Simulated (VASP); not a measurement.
# NbN (Fm-3m) in VASP: further runs, part 2 of 2

VASP 6.6.1. The steps go on from the part before.

## Step 4: Relaxation of the atoms, PBEsol (a relaxed cell with its volume scaled by 0.96)

File INCAR:

```
PREC = Accurate ; ENCUT = 600
EDIFF = 1E-7 ; ISMEAR = 1
SIGMA = 0.1 ; LREAL = False
LASPH = True ; NELM = 80
ALGO = Fast ; ISIF = 2
LWAVE = False ; LCHARG = False
GGA = PS ; IBRION = 2
NSW = 40 ; EDIFFG = -0.01
```

File KPOINTS:

```
Automatic mesh
0
Gamma
  14 14 14
```

File POSCAR:

```
NbN                                     
1.0
    0.0000000000      2.1591440058      2.1591440058
    2.1591440058      0.0000000000      2.1591440058
    2.1591440058      2.1591440058      0.0000000000
  Nb              N             
     1     1
Direct
     0.5000000000000000    0.5000000000000000    0.5000000000000000
     0.0000000000000000    0.0000000000000000    0.0000000000000000
```

Potentials or basis: VASP PAW PBE potentials, release 64 (Nb_sv, N).

Run with:

```bash
$ cat potpaw_PBE.64/Nb_sv/POTCAR potpaw_PBE.64/N/POTCAR > POTCAR
$ mpirun -np 1 vasp_std > vasp.out
```

OUTCAR:

```text
PREC = Accurate
   ENCUT = 600
   EDIFF = 1E-7
   ISMEAR = 1
   LREAL = False
   LASPH = True
   NELM = 80
   ISIF = 2
   GGA = PS
   IBRION = 2
   NSW = 40
   EDIFFG = -0.01

 ion  position               nearest neighbor table
   1  0.500  0.500  0.500-   2 2.16   2 2.16   2 2.16   2 2.16   2 2.16   2 2.16
   2  0.000  0.000  0.000-   1 2.16   1 2.16   1 2.16   1 2.16   1 2.16   1 2.16

  LATTYP: Found a face centered cubic cell.
 ALAT       =     4.3182880116

  Lattice vectors:

 A1 = (   0.0000000000,   2.1591440058,   2.1591440058)
 A2 = (   2.1591440058,   0.0000000000,   2.1591440058)
 A3 = (   2.1591440058,   2.1591440058,   0.0000000000)

Analysis of symmetry for initial positions (statically):
=====================================================================
 Subroutine PRICEL returns:
 Original cell was already a primitive cell.

 Routine SETGRP: Setting up the symmetry group for a
 face centered cubic supercell.

 Subroutine GETGRP returns: Found 48 space group operations
 (whereof 48 operations were pure point group operations)
 out of a pool of 48 trial point group operations.

The static configuration has the point symmetry O_h .

Analysis of symmetry for dynamics (positions and initial velocities):
=====================================================================
 Subroutine PRICEL returns:
 Original cell was already a primitive cell.

 Routine SETGRP: Setting up the symmetry group for a
 face centered cubic supercell.

 Subroutine GETGRP returns: Found 48 space group operations
 (whereof 48 operations were pure point group operations)
 out of a pool of 48 trial point group operations.

The dynamic configuration has the point symmetry O_h .

 Subroutine INISYM returns: Found 48 space group operations
 (whereof 48 operations are pure point group operations),
 and found     1 'primitive' translations

----------------------------------------------------------------------------------------

                                     Primitive cell

  volume of cell :      20.1314

  direct lattice vectors                    reciprocal lattice vectors
     0.000000000  2.159144006  2.159144006    -0.231573252  0.231573252  0.231573252
     2.159144006  0.000000000  2.159144006     0.231573252 -0.231573252  0.231573252
     2.159144006  2.159144006  0.000000000     0.231573252  0.231573252 -0.231573252

  length of vectors
     3.053490736  3.053490736  3.053490736     0.401096639  0.401096639  0.401096639

  position of ions in fractional coordinates (direct lattice)
     0.500000000  0.500000000  0.500000000
     0.000000000  0.000000000  0.000000000

  ion indices of the primitive-cell ions
   primitive index   ion index
                 1           1
                 2           2

----------------------------------------------------------------------------------------

 KPOINTS: Automatic mesh

Automatic generation of k-mesh.
 Grid dimensions read from file:
[... 23 lines left out ...]
  0.071429  0.000000  0.000000      8.000000
  0.142857  0.000000  0.000000      8.000000
  0.214286  0.000000  0.000000      8.000000
  0.285714  0.000000  0.000000      8.000000
  0.357143  0.000000  0.000000      8.000000
[... 16 lines left out ...]
  0.214286  0.142857  0.000000     24.000000
  0.285714  0.142857  0.000000     24.000000
 [... further k-points ...]
   k-points           NKPTS =    104   k-points in BZ     NKDIM =    104   number of bands    NBANDS=     13
   number of dos      NEDOS =    301   number of ions     NIONS =      2
   total plane-waves  NPLWV =  13824
   dimension x,y,z NGX =    24 NGY =   24 NGZ =   24
   dimension x,y,z NGXF=    48 NGYF=   48 NGZF=   48
   ions per type =               1   1
   NGX,Y,Z   is equivalent  to a cutoff of  13.07, 13.07, 13.07 a.u.
   NGXF,Y,Z  is equivalent  to a cutoff of  26.13, 26.13, 26.13 a.u.
 SYSTEM =  unknown system
   PREC   = accura    normal or accurate (medium, high low for compatibility)
   ISTART =      0    job   : 0-new  1-cont  2-samecut
   ICHARG =      2    charge: 1-file 2-atom 10-const
   ISPIN  =      1    spin polarized calculation?
   LNONCOLLINEAR =      F non collinear calculations
   LSORBIT =      F    spin-orbit coupling
   LASPH  =      T    aspherical Exc in radial PAW
   ENCUT  =  600.0 eV  44.10 Ry    6.64 a.u.   6.10  6.10  6.10*2*pi/ulx,y,z
   NELM   =     80;   NELMIN=  2; NELMDL= -5     # of ELM steps
   EDIFF  = 0.1E-06   stopping-criterion for ELM
   LREAL  =      F    real-space projection
   EDIFFG = -.1E-01   stopping-criterion for IOM
   NSW    =     40    number of steps for IOM
   IBRION =      2    ionic relax: 0-MD 1-quasi-New 2-CG
   NFREE  =      1    steps in history (QN), initial steepest desc. (CG)
   ISIF   =      2    stress and relaxation
   ISYM   =      2    0-nonsym 1-usesym 2-fastsym
   POTIM  = 0.5000    time-step for ionic-motion
   TEBEG  =    0.0;   TEEND  =   0.0 temperature during run
   PSTRESS=    0.0 pullay stress
   NELECT =      18.0000    total number of electrons
   NUPDOWN=      -1.0000    fix difference up-down
   EMIN   =  10.00;   EMAX   =-10.00  energy-range for DOS
   EFERMI =   0.00;   METHOD = LEGACY
   ISMEAR =     1;   SIGMA  =   0.10  broadening in eV -4-tet -1-fermi 0-gaus
   EFERMI_NEDOS =   21; number of points for ismear=-14 and -15
   IALGO  =     68    algorithm
   IMIX   =      4    mixing-type and parameters
     AMIX     =   0.40;   BMIX     =  1.00
     AMIX_MAG =   1.60;   BMIX_MAG =  1.00
  volume/ion in A,a.u.               =      10.07        67.93
  Fermi-wavevector in a.u.,A,eV,Ry     =   1.577154  2.980389 33.843325  2.487414
  Thomas-Fermi vector in A             =   2.677879
   LORBIT       =      0    0 simple, 1 ext, 2 COOP (PROOUT), +10 PAW based schemes
   GGA     = PS    functional components
   LHFCALC =     F    Hartree Fock is set to
   AEXX    =    0.0000 exact exchange contribution
   IVDW    =     0    specifies the selected vdW correction
   LEPSILON=     F    determine dielectric tensor
   LRPA    =     F    only Hartree local field effects (RPA)
 conjugate gradient relaxation of ions
 non-spin polarized calculation
 RMM-DIIS sequential band-by-band and
 Methfessel and Paxton  Order N= 1 SIGMA  =   0.10
  energy-cutoff  :      600.00
  volume of cell :       20.13
 maximum number of plane-waves:       692
   NGX = 13   NGY = 13   NGZ = 13

 number of electron      17.9999998 magnetization

 Free energy of the ion-electron system (eV)
  ---------------------------------------------------
  ext. energy  EPLUGINS =         0.00000000
  ---------------------------------------------------
  free energy    TOTEN  =       -21.86201620 eV

  energy without entropy =      -21.86128291  energy(sigma->0) =      -21.86177177

 E-fermi :  14.6705     XC(G=0): -13.8401

 val. band max:       14.6686934809   @ k =  -0.2857   0.3571   0.1429
 cond. band min:      14.7326457386   @ k =   0.2143   0.1429   0.0000
 fundamental gap:      0.0639522577
 Fermi energy:        14.6705177942

 k-point     1 :       0.0000    0.0000    0.0000
  band No.  band energies     occupation
      1     -41.5484      2.00000
      2     -17.1681      2.00000
      3     -17.1681      2.00000
      4     -17.1681      2.00000
      5      -3.1931      2.00000
      6      11.2370      2.00000
      7      11.2370      2.00000
      8      11.2370      2.00000
      9      12.5458      2.00000
     10      12.5458      2.00000
     11      12.5458      2.00000
     12      14.5496      2.07084
     13      14.5496      2.07084
[... 354 lines left out ...]
  band No.  band energies     occupation
      1     -41.4458      2.00000
      2     -17.8171      2.00000
      3     -17.3155      2.00000
      4     -17.2941      2.00000
      5      -1.9077      2.00000
      6       7.1242      2.00000
      7       8.9781      2.00000
      8       9.3803      2.00000
      9      12.1887      2.00000
     10      15.2958     -0.00000
     11      15.5726     -0.00000
     12      16.9811      0.00000
     13      18.6782      0.00000

 [... further k-points ...]
[... 5 lines left out ...]
  --------------------------------------------------------------------------------------
  -------------------------------------------------------------------------------------
  Total        1.8791878      1.8791878      1.8791878      0.0000000     -0.0000000     -0.0000000
  in kB      149.5567248    149.5567248    149.5567248      0.0000000     -0.0000000     -0.0000000
  external PRESSURE =     149.5567248 kB  Pullay stress =       0.0000000 kB

 VOLUME and BASIS-vectors are now :
 -----------------------------------------------------------------------------
  energy-cutoff  :      600.00
  volume of cell :       20.13
      direct lattice vectors                 reciprocal lattice vectors
     0.000000000  2.159144006  2.159144006    -0.231573252  0.231573252  0.231573252
     2.159144006  0.000000000  2.159144006     0.231573252 -0.231573252  0.231573252
     2.159144006  2.159144006  0.000000000     0.231573252  0.231573252 -0.231573252

 POSITION                                       TOTAL-FORCE (eV/Angst)
 -----------------------------------------------------------------------------------
      2.15914      2.15914      2.15914        -0.000000     -0.000000     -0.000000
      0.00000      0.00000      0.00000         0.000000      0.000000      0.000000
 -----------------------------------------------------------------------------------
    total drift:                                0.000000     -0.000000      0.000000

  FREE ENERGIE OF THE ION-ELECTRON SYSTEM (eV)
  ---------------------------------------------------
  free  energy   TOTEN  =       -21.8620162025 eV

  energy  without entropy=      -21.8612829079  energy(sigma->0) =      -21.86177177

 reached required accuracy - stopping structural energy minimisation
```

OSZICAR:

```text
N       E                     dE             d eps       ncg     rms          rms(c)
DAV:   1     0.179584375609E+03    0.17958E+03   -0.11333E+04  2704   0.164E+03
DAV:   2    -0.114881084216E+02   -0.19107E+03   -0.18428E+03  3045   0.538E+02
DAV:   3    -0.245305339505E+02   -0.13042E+02   -0.12752E+02  4742   0.114E+02
[... 30 lines left out ...]
RMM:  34    -0.218620154319E+02    0.21980E-06   -0.43900E-06  3517   0.197E-02    0.137E-02
RMM:  35    -0.218620156359E+02   -0.20395E-06   -0.31933E-06  3325   0.159E-02    0.693E-03
RMM:  36    -0.218620158811E+02   -0.24527E-06   -0.18620E-06  2659   0.120E-02    0.365E-03
RMM:  37    -0.218620161099E+02   -0.22877E-06   -0.13785E-06  2454   0.941E-03    0.109E-03
RMM:  38    -0.218620162025E+02   -0.92628E-07   -0.88669E-07  2200   0.763E-03
   1 F= -.21862016E+02 E0= -.21861772E+02  d E =-.218620E+02
```

Run time: 51 s. Hardware: 1 thread of Intel Xeon Platinum 8488C (Sapphire Rapids), shared host; peak memory 0.17 GiB.

What came out:

* Free energy: -21.8620 eV
* Pressure after relaxing: 15.0 GPa

Final structure:
```
Nb N
1.0
     0.00000    2.15914    2.15914
     2.15914    0.00000    2.15914
     2.15914    2.15914    0.00000
Nb N
1 1
Direct
  0.50000 0.50000 0.50000
  0.00000 0.00000 0.00000
```

Caveat: the relaxation stopped at its first step, so nothing moved; the bands computed are all filled at some k points, so no gap is given; the PAW data sets were made with another functional, which shifts forces and pressure a little.

## Step 5: The runs side by side

```csv
task,cell,pressure (GPa)
relaxation of cell and atoms,relaxed,0.0
relaxation of the atoms,atoms relaxed from: a relaxed cell with its volume scaled by 0.94,23.7
relaxation of the atoms,atoms relaxed from: a relaxed cell with its volume scaled by 0.96,15.0
```

Alike in all rows: level PBEsol; potentials or basis VASP PAW PBE potentials, release 64 (Nb_sv, N); no spin polarisation; k mesh 14 × 14 × 14; cutoff (eV) 600; smearing methfessel-paxton 0.1 eV.

Caveats: the relaxation stopped at its first step, so nothing moved; the bands computed are all filled at some k points, so no gap is given; the PAW data sets were made with another functional, which shifts forces and pressure a little.

Absolute energies hang on the potentials; compare differences alone.
